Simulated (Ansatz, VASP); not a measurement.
# Two plane-wave programs on Rh

```xyz
1
Lattice="0.0000 1.9153 1.9153 1.9153 0.0000 1.9153 1.9153 1.9153 0.0000" Properties=species:S:1:pos:R:3 pbc="T T T"
Rh    0.0000    0.0000    0.0000
```

Alike in both runs: functional PBE; k mesh 16 × 16 × 16; occupations fermi-dirac, width 0.05 eV; no spin polarisation.

Ansatz relaxed the structure, and its values are those at the end. VASP's run is a single point on that final structure, the one shown.

```csv
,VASP,Ansatz
version,VASP 6.6.1,Ansatz 0.2.0
potentials or method,"VASP PAW PBE potentials, release 64 (Rh_pv)","PAW with Ansatz's default frozen-core files, scalar-relativistic"
plane-wave cutoff (eV),520,420
valence electrons in the cell,15,17
```

```tsv
	VASP	Ansatz	Ansatz less VASP
pressure (GPa)	0.0	0.0	-0.03
```

With one functional, cell and mesh, what is left measures potentials, basis and numerics. The two sets of potentials don't hold the same shells in valence.
